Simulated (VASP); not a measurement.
# Mg in VASP: a series of runs

One slab, Mg, is run at these levels: LDA; tasks: single point.

Everything below comes from runs of VASP 6.6.1. Logs are shortened: lines on timing, memory, paths and dates and some standing lists are left out, and cuts for length are marked.

## Step 1: The cell of the first run

The cell holds a slab with vacuum, 5 atoms: a = 3.147 Å, b = 3.147 Å, c = 25.078 Å, α = 90.00°, β = 90.00°, γ = 120.00°.

The slab is cut from a database's or a generator's crystal, which needn't be the stable form of the element.

## Step 2: Single point, LDA ((0 0 1) slab, atoms relaxed)

INCAR

```
PREC = Accurate
ENCUT = 520
EDIFF = 1E-7
ISMEAR = 0
SIGMA = 0.1
LREAL = F
LASPH = T
NELM = 100
ALGO = Fast
ISIF = 2
LWAVE = F
LCHARG = F
LDIPOL = T
IDIPOL = 3
DIPOL = 0.5 0.5 0.500
GGA = CA
NBANDS = 13
```

KPOINTS

```
Automatic mesh
0
Gamma
  12 12 1
```

POSCAR

```
Mg
1.0
    3.1466132013      0.0000000000      0.0000000000
   -1.5733066007      2.7250469682      0.0000000000
    0.0000000000      0.0000000000     25.0777767750
Mg
5
Direct
    0.3333333333      0.6666666667      0.2945420758
    0.6666666667      0.3333333333      0.3982105558
    0.3333333333      0.6666666667      0.4999999984
    0.6666666667      0.3333333333      0.6017894447
    0.3333333333      0.6666666667      0.7054579253
```

Potentials or basis: VASP PAW LDA potentials, release 64 (Mg).

Command:

```
$ cat potpaw_LDA.64/Mg/POTCAR > POTCAR
$ mpirun -np 1 vasp_std > vasp.out
```

OUTCAR:

```text
PREC = Accurate
   ENCUT = 520
   EDIFF = 1E-7
   ISMEAR = 0
   LREAL = F
   LASPH = T
   NELM = 100
   ISIF = 2
   GGA = CA

 ion  position               nearest neighbor table
   1  0.333  0.667  0.295-   2 3.17   2 3.17   2 3.17
   2  0.667  0.333  0.398-   3 3.13   3 3.13   3 3.13   1 3.17   1 3.17   1 3.17
   3  0.333  0.667  0.500-   2 3.13   2 3.13   2 3.13   4 3.13   4 3.13   4 3.13
   4  0.667  0.333  0.602-   3 3.13   3 3.13   3 3.13   5 3.17   5 3.17   5 3.17
   5  0.333  0.667  0.705-   4 3.17   4 3.17   4 3.17

  LATTYP: Found a hexagonal cell.
 ALAT       =     3.1466132013
 C/A-ratio  =     7.9697678649

  Lattice vectors:

 A1 = (   3.1466132013,   0.0000000000,   0.0000000000)
 A2 = (  -1.5733066007,   2.7250469682,   0.0000000000)
 A3 = (   0.0000000000,   0.0000000000,  25.0777767750)

Analysis of symmetry for initial positions (statically):
=====================================================================
 Subroutine PRICEL returns:
 Original cell was already a primitive cell.

 Routine SETGRP: Setting up the symmetry group for a
 hexagonal supercell.

 Subroutine GETGRP returns: Found 12 space group operations
 (whereof 12 operations were pure point group operations)
 out of a pool of 24 trial point group operations.

The static configuration has the point symmetry D_3h.

Analysis of symmetry for dynamics (positions and initial velocities):
=====================================================================
 Subroutine PRICEL returns:
 Original cell was already a primitive cell.

 Routine SETGRP: Setting up the symmetry group for a
 hexagonal supercell.

 Subroutine GETGRP returns: Found 12 space group operations
 (whereof 12 operations were pure point group operations)
 out of a pool of 24 trial point group operations.

The dynamic configuration has the point symmetry D_3h.

 Subroutine INISYM returns: Found 12 space group operations
 (whereof 12 operations are pure point group operations),
 and found     1 'primitive' translations

----------------------------------------------------------------------------------------

                                     Primitive cell

  volume of cell :     215.0336

  direct lattice vectors                    reciprocal lattice vectors
     3.146613201  0.000000000  0.000000000     0.317802010  0.183483076  0.000000000
    -1.573306601  2.725046968  0.000000000     0.000000000  0.366966152  0.000000000
     0.000000000  0.000000000 25.077776775     0.000000000  0.000000000  0.039875943

  length of vectors
     3.146613201  3.146613201 25.077776775     0.366966152  0.366966152  0.039875943

  position of ions in fractional coordinates (direct lattice)
     0.333333333  0.666666667  0.294542076
     0.666666667  0.333333333  0.398210556
     0.333333333  0.666666667  0.499999998
     0.666666667  0.333333333  0.601789445
     0.333333333  0.666666667  0.705457925

  ion indices of the primitive-cell ions
   primitive index   ion index
                 1           1
                 2           2
                 3           3
                 4           4
                 5           5

----------------------------------------------------------------------------------------

 KPOINTS: Automatic mesh

Automatic generation of k-mesh.
 Grid dimensions read from file:
 generate k-points for:   12   12    1

 Generating k-lattice:

  Cartesian coordinates                     Fractional coordinates (reciprocal lattice)
     0.026483501  0.015290256  0.000000000     0.083333333  0.000000000  0.000000000
     0.000000000  0.030580513  0.000000000     0.000000000  0.083333333  0.000000000
     0.000000000  0.000000000  0.039875943     0.000000000  0.000000000  1.000000000

  Length of vectors
     0.030580513  0.030580513  0.039875943

  Shift w.r.t. Gamma in fractional coordinates (k-lattice)
     0.000000000  0.000000000  0.000000000

 Subroutine IBZKPT returns following result:
 ===========================================

 Found     19 irreducible k-points:

 Following reciprocal coordinates:
            Coordinates               Weight
  0.000000  0.000000  0.000000      1.000000
  0.083333  0.000000  0.000000      6.000000
  0.166667  0.000000  0.000000      6.000000
  0.250000  0.000000  0.000000      6.000000
  0.333333  0.000000  0.000000      6.000000
  0.416667  0.000000  0.000000      6.000000
[... 11 lines left out ...]
  0.333333  0.250000  0.000000     12.000000
  0.333333  0.333333  0.000000      2.000000
   k-points           NKPTS =     19   k-points in BZ     NKDIM =     19   number of bands    NBANDS=     13
   number of dos      NEDOS =    301   number of ions     NIONS =      5
   total plane-waves  NPLWV = 110592
   dimension x,y,z NGX =    24 NGY =   24 NGZ =  192
   dimension x,y,z NGXF=    48 NGYF=   48 NGZF=  384
   ions per type =               5
   NGX,Y,Z   is equivalent  to a cutoff of  12.68, 12.68, 12.73 a.u.
   NGXF,Y,Z  is equivalent  to a cutoff of  25.36, 25.36, 25.46 a.u.
 SYSTEM =  unknown system
   PREC   = accura    normal or accurate (medium, high low for compatibility)
   ISTART =      0    job   : 0-new  1-cont  2-samecut
   ICHARG =      2    charge: 1-file 2-atom 10-const
   ISPIN  =      1    spin polarized calculation?
   LNONCOLLINEAR =      F non collinear calculations
   LSORBIT =      F    spin-orbit coupling
   LASPH  =      T    aspherical Exc in radial PAW
   ENCUT  =  520.0 eV  38.22 Ry    6.18 a.u.   5.85  5.85 46.63*2*pi/ulx,y,z
   NELM   =    100;   NELMIN=  2; NELMDL= -5     # of ELM steps
   EDIFF  = 0.1E-06   stopping-criterion for ELM
   LREAL  =      F    real-space projection
   EDIFFG = 0.1E-05   stopping-criterion for IOM
   NSW    =      0    number of steps for IOM
   IBRION =     -1    ionic relax: 0-MD 1-quasi-New 2-CG
   NFREE  =      0    steps in history (QN), initial steepest desc. (CG)
   ISIF   =      2    stress and relaxation
   ISYM   =      2    0-nonsym 1-usesym 2-fastsym
   POTIM  = 0.5000    time-step for ionic-motion
   TEBEG  =    0.0;   TEEND  =   0.0 temperature during run
   PSTRESS=    0.0 pullay stress
   NELECT =      10.0000    total number of electrons
   NUPDOWN=      -1.0000    fix difference up-down
   EMIN   =  10.00;   EMAX   =-10.00  energy-range for DOS
   EFERMI =   0.00;   METHOD = LEGACY
   ISMEAR =     0;   SIGMA  =   0.10  broadening in eV -4-tet -1-fermi 0-gaus
   EFERMI_NEDOS =   21; number of points for ismear=-14 and -15
   IALGO  =     68    algorithm
   IMIX   =      4    mixing-type and parameters
     AMIX     =   0.40;   BMIX     =  1.00
     AMIX_MAG =   1.60;   BMIX_MAG =  1.00
  volume/ion in A,a.u.               =      43.01       290.22
  Fermi-wavevector in a.u.,A,eV,Ry     =   0.588716  1.112512  4.715600  0.346587
  Thomas-Fermi vector in A             =   1.636089
   LORBIT       =      0    0 simple, 1 ext, 2 COOP (PROOUT), +10 PAW based schemes
   GGA     = CA    functional components
   LHFCALC =     F    Hartree Fock is set to
   AEXX    =    0.0000 exact exchange contribution
   IVDW    =     0    specifies the selected vdW correction
   LEPSILON=     F    determine dielectric tensor
   LRPA    =     F    only Hartree local field effects (RPA)
 non-spin polarized calculation
 RMM-DIIS sequential band-by-band and
 Gauss-broadening in eV      SIGMA  =   0.10
  energy-cutoff  :      520.00
  volume of cell :      215.03
 maximum number of plane-waves:      5820
 NGX is ok and might be reduce to    24
   NGX = 11   NGY = 11   NGZ = 93

 dipolmoment           0.000000      0.000000     -0.000000 electrons x Angstroem

 number of electron      10.0000000 magnetization

 dipolmoment           0.000000      0.000000      0.000000 electrons x Angstroem

 Free energy of the ion-electron system (eV)
  ---------------------------------------------------
  ext. energy  EPLUGINS =         0.00000000
  ---------------------------------------------------
  free energy    TOTEN  =        -8.33429917 eV

  energy without entropy =       -8.32028767  energy(sigma->0) =       -8.32729342

 E-fermi :  -0.4754     XC(G=0):  -5.2269

 val. band max:       -0.4765983454   @ k =   0.2500   0.0000   0.0000
 cond. band min:      -0.4456220424   @ k =   0.3333   0.0833   0.0000
 fundamental gap:      0.0309763030
 Fermi energy:        -0.4754119958

 k-point     1 :       0.0000    0.0000    0.0000
  band No.  band energies     occupation
      1      -7.3601      2.00000
      2      -6.7975      2.00000
      3      -5.8976      2.00000
      4      -4.6878      2.00000
      5      -3.1163      2.00000
      6      -1.6497      2.00000
      7       0.2828      0.00000
      8       1.8778      0.00000
      9       2.8872      0.00000
     10       3.9216      0.00000
     11       4.0484      0.00000
     12       6.0407      0.00000
     13       6.0817      0.00000

 k-point     2 :       0.0833    0.0000    0.0000
  band No.  band energies     occupation
      1      -7.2194      2.00000
      2      -6.6575      2.00000
      3      -5.7585      2.00000
      4      -4.5499      2.00000
      5      -2.9790      2.00000
      6      -1.5193      2.00000
      7       0.4146      0.00000
      8       2.0099      0.00000
      9       3.0233      0.00000
     10       4.0542      0.00000
     11       4.1826      0.00000
     12       6.1633      0.00000
     13       6.2064      0.00000
[... 241 lines left out ...]
 k-point    18 :       0.3333    0.2500    0.0000
  band No.  band energies     occupation
      1      -2.3046      2.00000
      2      -1.7757      2.00000
      3      -0.9665      2.00000
      4      -0.7334      1.99974
      5      -0.3509      0.07815
      6       0.3926      0.00000
      7       0.6387      0.00000
      8       0.7812      0.00000
      9       1.3135      0.00000
     10       2.0481      0.00000
     11       2.2123      0.00000
     12       2.4992      0.00000
     13       3.1788      0.00000

 k-point    19 :       0.3333    0.3333    0.0000
  band No.  band energies     occupation
      1      -0.8976      2.00000
      2      -0.8848      2.00000
      3      -0.8414      2.00000
      4      -0.5010      1.28209
      5      -0.3906      0.23025
      6      -0.2311      0.00055
      7       0.0837      0.00000
      8       0.4251      0.00000
      9       1.3835      0.00000
     10       1.5219      0.00000
     11       2.0443      0.00000
     12       2.2151      0.00000
     13       2.9332      0.00000

------------------------ aborting loop because EDIFF is reached ----------------------------------------

 vacuum level on the upper side and lower side of the slab       (xc-potential included)        -0.089        -0.089

  FORCE on cell =-STRESS in cart. coord.  units (eV):
  Direction    XX          YY          ZZ          XY          YZ          ZX
  --------------------------------------------------------------------------------------
  -------------------------------------------------------------------------------------
  Total       -1.7419736     -1.7419736     -0.1873233      0.0000000      0.0000000     -0.0000000
  in kB      -12.9791353    -12.9791353     -1.3957122      0.0000000      0.0000000     -0.0000000
  external PRESSURE =      -9.1179943 kB  Pullay stress =       0.0000000 kB

 VOLUME and BASIS-vectors are now :
 -----------------------------------------------------------------------------
  energy-cutoff  :      520.00
  volume of cell :      215.03
      direct lattice vectors                 reciprocal lattice vectors
     3.146613201  0.000000000  0.000000000     0.317802010  0.183483076  0.000000000
    -1.573306601  2.725046968  0.000000000     0.000000000  0.366966152  0.000000000
     0.000000000  0.000000000 25.077776775     0.000000000  0.000000000  0.039875943

 POSITION                                       TOTAL-FORCE (eV/Angst)
 -----------------------------------------------------------------------------------
     -0.00000      1.81670      7.38646         0.000000      0.000000      0.015558
      1.57331      0.90835      9.98624        -0.000000     -0.000000      0.004690
     -0.00000      1.81670     12.53889        -0.000000      0.000000      0.000000
      1.57331      0.90835     15.09154        -0.000000     -0.000000     -0.004690
     -0.00000      1.81670     17.69132        -0.000000     -0.000000     -0.015558
 -----------------------------------------------------------------------------------
    total drift:                               -0.000000      0.000000     -0.000000

  FREE ENERGIE OF THE ION-ELECTRON SYSTEM (eV)
  ---------------------------------------------------
  free  energy   TOTEN  =        -8.3342991733 eV

  energy  without entropy=       -8.3202876737  energy(sigma->0) =       -8.32729342

 vacuum level on the upper side and lower side of the slab         3.362         3.362
```

It took 45 s on 1 thread of AMD EPYC 9R45 (Zen 5), shared host; peak memory 0.22 GiB.

What came out:

```yaml
Free_energy: -8.3343 eV
Largest_force: 0.016 eV/Å
Band_gap_on_the_k_mesh: none (metal or under the smearing width)
```

Forces on the atoms (eV/Å):
```
Mg   0.000  0.000  0.016
Mg   0.000  0.000  0.005
Mg   0.000  0.000  0.000
Mg   0.000  0.000 -0.005
Mg   0.000  0.000 -0.016
```

## Step 3: Single point, LDA ((0 0 1) slab cut from the bulk)

INCAR

```
PREC     = Accurate       # precision mode
ENCUT    = 520            # plane-wave cutoff, eV
EDIFF    = 1E-6           # SCF threshold, eV
ISMEAR   = 0              # smearing method
SIGMA    = 0.1            # smearing width, eV
LREAL    = False          # projectors in reciprocal space
LASPH    = True           # aspherical terms in the spheres
NELM     = 100            # most SCF steps
ALGO     = Fast           # electronic algorithm
ISIF     = 2              # what is computed and relaxed
LWAVE    = False          # write WAVECAR
LCHARG   = True           # write CHGCAR
LDIPOL   = True         
IDIPOL   = 3            
DIPOL    = 0.5 0.5 0.500
GGA      = CA             # functional
LELF     = True           # ELF
LVHAR    = True         
LVACPOTAV= True         
NBANDS   = 13             # bands
```

KPOINTS

```
regular mesh
0
Gamma
  12 12 1
```

POSCAR

```
Mg
1.0
    3.1466132013      0.0000000000      0.0000000000
   -1.5733066007      2.7250469682      0.0000000000
    0.0000000000      0.0000000000     25.0777767750
Mg
5
Direct
    0.3333333333      0.6666666667      0.2990695733
    0.6666666667      0.3333333333      0.3995347867
    0.3333333333      0.6666666667      0.5000000000
    0.6666666667      0.3333333333      0.6004652133
    0.3333333333      0.6666666667      0.7009304267
```

Potentials or basis: VASP PAW LDA potentials, release 64 (Mg).

Command:

```
$ cat potpaw_LDA.64/Mg/POTCAR > POTCAR
$ mpirun -np 1 vasp_std > vasp.out
```

Run time: 42 s. Hardware: 1 thread of AMD EPYC 9R45 (Zen 5), shared host; peak memory 0.22 GiB.

The run converged. Its results:

- Free energy: -8.3292 eV
- Largest force: 0.082 eV/Å
- Band gap on the k mesh: none (metal or under the smearing width)
- Work function of the upper face: 3.93 eV
- Work function of the lower face: 3.93 eV

Forces on the atoms (eV/Å):
```
Mg   0.000  0.000 -0.082
Mg   0.000  0.000  0.067
Mg   0.000  0.000  0.000
Mg   0.000  0.000 -0.067
Mg   0.000  0.000  0.082
```

Levels at points of the mesh, in eV from the Fermi level:
```csv
k point,band 1,band 2,band 3,band 4,band 5,band 6,band 7,band 8,band 9,band 10
"(0.00, 0.00, 0.00)",-6.95,-6.40,-5.45,-4.16,-2.55,-1.10,0.90,2.48,3.42,4.47
"(0.50, 0.00, 0.00)",-2.05,-2.02,-1.59,-1.45,-0.87,-0.22,0.67,0.83,2.21,2.44
```
